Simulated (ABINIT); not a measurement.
Runs of ABINIT 10.8.3 (patched build) on Au. The structure is cubic, space group Fm-3m (No. 225). The conventional cell has a = 4.070 Å, b = 4.070 Å, c = 4.070 Å, α = 90.00°, β = 90.00°, γ = 90.00°. Around Au (site symmetry m-3m) lie 12 Au at 2.88 Å. 

```csv
task,level,potentials or basis,cell,k mesh,cutoff (eV),smearing,cell freedom (optcell),optimiser (ionmov),cutoff smearing ecutsm (Ha),force stop (Ha/bohr),fine-grid cutoff,gap on the mesh (eV),pressure (GPa)
relaxation of cell and atoms,PBEsol,PseudoDojo NC SR PBEsol v0.4.1 standard,relaxed,8 × 8 × 8,1034,fermi-dirac 0.05 eV,2,2,0.5,2e-05,-,none,0.0
positron lifetime,PBEsol,JTH PAW PBE v2.0,as given,8 × 8 × 8,544,methfessel-paxton 0.1 eV,-,-,-,-,1088.46 eV,none,3.2
optical spectrum,PBEsol,PseudoDojo NC SR PBEsol v0.4.1 standard,as given,"12 × 12 × 12, with 4 shifts",871,cold (ABINIT) 0.1 eV,-,-,-,-,-,-,(a)
phonon dispersion,LDA,PseudoDojo NC SR LDA v0.4.1 standard,as given,12 × 12 × 12,762,gaussian 0.2 eV,-,-,-,-,-,none,-
single point,PBE,PseudoDojo NC SR PBE v0.5 stringent,as given,8 × 8 × 8,871,fermi-dirac 0.05 eV,-,-,-,-,-,none,9.7
single point,LDA,PseudoDojo NC SR LDA v0.4.1 standard,as given,8 × 8 × 8,762,fermi-dirac 0.05 eV,-,-,-,-,-,none,-
positron lifetime,PBE,JTH PAW PBE v2.0,as given,8 × 8 × 8,544,fermi-dirac 0.136 eV,-,-,-,-,1088.46 eV,none,11.8
```

Alike in all rows: no spin polarisation.

Question: Fill in the values left out.

Answer: (a) -0.3.

Caveats: the PAW basis is incomplete for the positron (some runs); the PAW data sets were made with another functional, which shifts forces and pressure a little (some runs); the intraband (Drude) term is left out (some runs); spectra need much finer meshes, so this one isn't converged (some runs).

A k mesh can miss the band edges, and the runs leave out spin-orbit coupling on Au.

A gap of «none» marks a metal or a gap under the smearing width.

Not every run made on this cell is shown here.
